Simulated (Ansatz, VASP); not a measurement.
# One calculation of ZrB2, two programs

```
CELL_PARAMETERS angstrom
3.17000 0.00000 0.00000
-1.58500 2.74530 0.00000
0.00000 0.00000 3.53300
ATOMIC_POSITIONS crystal
Zr 0.00000 0.00000 0.00000
B 0.33333 0.66667 0.50000
B 0.66667 0.33333 0.50000
```

Alike in both runs: functional PBE; k mesh 17 × 17 × 13; occupations fermi-dirac, width 0.05 eV; no spin polarisation.

Ansatz relaxed the structure, and its values are those at the end. VASP's run is a single point on that final structure, the one shown.

|  | VASP | Ansatz |
| --- | --- | --- |
| version | VASP 6.6.1 | Ansatz 0.2.0 |
| potentials or method | VASP PAW PBE potentials, release 64 (Zr_sv, B) | plane-wave PAW, scalar-relativistic |
| plane-wave cutoff (eV) | 520 | 420 |
| valence electrons in the cell | 18 | 18 |

VASP gave:

- pressure (GPa): 0.9

**Question.** What did Ansatz give for the same quantities?

**Answer.** Pressure (GPa): 0.8.

Ansatz warned: «gradients_without_spin_orbit».
